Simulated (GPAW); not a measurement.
Runs of GPAW 26.7.0 on Ru. The structure is hexagonal, space group P6_3/mmc (No. 194). The conventional cell has a = 2.706 Å, b = 2.706 Å, c = 4.282 Å, α = 90.00°, β = 90.00°, γ = 120.00°. Around Ru (site symmetry -6m2) lie 12 Ru at 2.65 to 2.71 Å. 

```csv
task,level,potentials or basis,cell,k mesh,optimizer,fmax,max steps,convergence,ranks,gap on the mesh (eV),pressure (GPa),relaxed volume (Å³/atom)
relaxation of cell and atoms,PBEsol,"PAW data sets generated in the run's folder for this functional, pw",relaxed,8 × 8 × 5,BFGS,0.02 eV/Å,60,density=1e-05 forces=0.0001,-,none,0.1,(b)
relaxation of cell and atoms,PBEsol+D3,"PAW data sets generated in the run's folder for this functional, pw",relaxed,8 × 8 × 5,BFGS,0.02 eV/Å,60,density=1e-05 forces=0.0001,-,none,0.0,13.01
relaxation of cell and atoms,PBEsol+D4,"PAW data sets generated in the run's folder for this functional, pw",relaxed,8 × 8 × 5,BFGS,0.02 eV/Å,60,density=1e-05 forces=0.0001,-,none,0.0,13.14
relaxation of cell and atoms,PBEsol+D3(BJ),"PAW data sets generated in the run's folder for this functional, pw",relaxed,8 × 8 × 5,BFGS,0.02 eV/Å,60,density=1e-05 forces=0.0001,-,none,0.0,(a)
relaxation of cell and atoms,PBEsol+D3(BJ)+ATM,"PAW data sets generated in the run's folder for this functional, pw",relaxed,8 × 8 × 5,BFGS,0.02 eV/Å,60,density=1e-05 forces=0.0001,-,none,0.0,13.06
```

Alike in all rows: no spin polarisation; cutoff (eV) 600; smearing fermi-dirac 0.05 eV.

Task: Estimate the missing entries.

Result: (a) 12.99; (b) 13.26.

Caveats: later steps reuse the first step's grids; pairwise dispersion overbinds metals, which lowers pressure and volume (some runs).

A k mesh can miss the band edges, and the runs leave out spin-orbit coupling on Ru.

A gap of «none» marks a metal or a gap under the smearing width.
